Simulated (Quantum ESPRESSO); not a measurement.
**Moving the choice of potentials or basis in LiCl**

The cell as given:

```yaml
crystal:
  lattice:
    - [0.00000, 2.56477, 2.56477]
    - [2.56477, 0.00000, 2.56477]
    - [2.56477, 2.56477, 0.00000]
  atoms:
    - { symbol: Cl, position: [0.50000, 0.50000, 0.50000] }
    - { symbol: Li, position: [0.00000, 0.00000, 0.00000] }
```

Kept alike: task relaxation of cell and atoms; functional PBEsol; k mesh 9 × 9 × 9; occupations fermi-dirac, width 0.05 eV; no spin polarisation. Program: Quantum ESPRESSO. Cutoffs run from 612 to 1306 eV. The mesh is that of the run's cell of 2 atoms. No spin-orbit coupling.

```csv
choice of potentials or basis,volume (Å³/atom)
GBRV 1.5 PBEsol,16.217
PseudoDojo 0.4 SR PBEsol stringent,16.217
PseudoDojo 0.4.1 SR PBEsol standard,16.222
```

The relaxations keep at least the cell's symmetry (Fm-3m). Relaxations stop with a little pressure left, so the last digits of a volume or edge aren't settled.

The volume runs from 16.217 (GBRV 1.5 PBEsol; PseudoDojo 0.4 SR PBEsol stringent) to 16.222 Å³/atom (PseudoDojo 0.4.1 SR PBEsol standard).
